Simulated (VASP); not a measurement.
Runs of VASP 6.6.1 on NiO. It takes space group Fm-3m (No. 225, cubic). The conventional cell has a = 4.172 Å, b = 4.172 Å, c = 4.172 Å, α = 90.00°, β = 90.00°, γ = 90.00°. Ni (site symmetry m-3m) is surrounded by 6 O at 2.09 Å. O (site symmetry m-3m) is surrounded by 6 Ni at 2.09 Å. 

```csv
task,level,cell,cutoff (eV),smearing,gap on the mesh (eV),pressure (GPa),moment (μB),relaxed volume (Å³/atom)
relaxation of cell and atoms,PBE,relaxed,600,fermi-dirac 0.05 eV,none,0.0,(b),9.34
band structure,RPBE,as given,520,fermi-dirac 0.05 eV,-,13.0,(a),-
relaxation of cell and atoms,PBEsol,relaxed,600,fermi-dirac 0.05 eV,none,0.1,1.24,8.71
single point,PBE,as given,520,gaussian 0.011 eV,none,6.1,1.78,-
band structure,PBE,as given,520,fermi-dirac 0.05 eV,-,5.1,1.67,-
```

Alike in all rows: potentials or basis VASP PAW PBE potentials, release 64 (Ni, O); spin collinear, ferromagnetic start; k mesh 11 × 11 × 11.

Task: Estimate the missing entries.

Result: (a) 1.80; (b) 1.77.

Caveats: a cell with one magnetic atom can't hold antiferromagnetic order, which such compounds often take; semilocal functionals often make such compounds metallic where correlation or magnetic order opens a gap, which also shifts bond lengths; the PAW data sets were made with another functional, which shifts forces and pressure a little (some runs).

A gap of «none» marks a metal or a gap under the smearing width.
